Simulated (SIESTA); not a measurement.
## Ir in SIESTA: convergence with real-space mesh cutoff

Ir:

```
Ir
1.0
    -0.00903    1.95837    1.93892
     1.89839    0.02290    1.90699
     1.89968    1.92773    0.02161
Ir
1
Cartesian
  -0.0331 -0.0321 -0.0109
```

The cell isn't the ideal one: cell strained at random at fixed volume.

| Quantity | Value |
| --- | --- |
| Program | SIESTA 5.4.2 |
| Task | single point |
| Functional | PBE |
| Potentials or basis | PseudoDojo 0.4 standard (PBE files) |
| Basis | DZP (energy shift 0.003 Ry; two zetas on semicore shells) |
| Grid cutoff | 100 Ry |
| Energy shift | 0.003 Ry |
| k mesh | 9 × 9 × 9 |
| Occupations | fermi-dirac, width 0.05 eV |
| Spin | no spin polarisation |

These are the settings of the first run; the series varies real-space mesh cutoff, with any setting tied to it.

Hardware: 1 thread of AMD EPYC 9R45 96-Core Processor (Zen 5), on a shared host.

```csv
real-space mesh cutoff,"energy less the tightest run, at zero smearing (meV/atom)",pressure (GPa),SCF cycles,CPU time (s),peak memory (GiB)
100 Ry,-23.39,15.18,9,8.2,0.17
150 Ry,-11.62,14.72,9,8.3,0.17
200 Ry,-6.52,14.74,9,8.5,0.17
300 Ry,-2.24,14.61,9,9.1,0.18
400 Ry,-0.62,14.74,9,10,0.19
500 Ry,-0.59,14.73,9,10,0.19
700 Ry,-0.17,14.67,9,12,0.21
900 Ry,-0.03,14.66,9,15,0.23
1200 Ry,0.00,14.74,9,18,0.26
```

Against the tightest run, the energy stays within 1 meV/atom from 400 Ry on; the pressure stays within 0.1 GPa from 400 Ry on. Values are those asked for, which the program may round to a finer grid. The tightest run that finished is the yardstick and may itself not be fully converged.

Caveat, for the tightest run too: short orbitals over semicore shells can move pressures by several GPa; the valence orbitals were made in a potential fitted to the semicore shell under them, which widens gaps by tenths of an eV or more; the basis of atomic orbitals isn't converged, which shifts pressures, moduli and gaps. Spin-orbit coupling is left out, which matters for the levels of Ir.
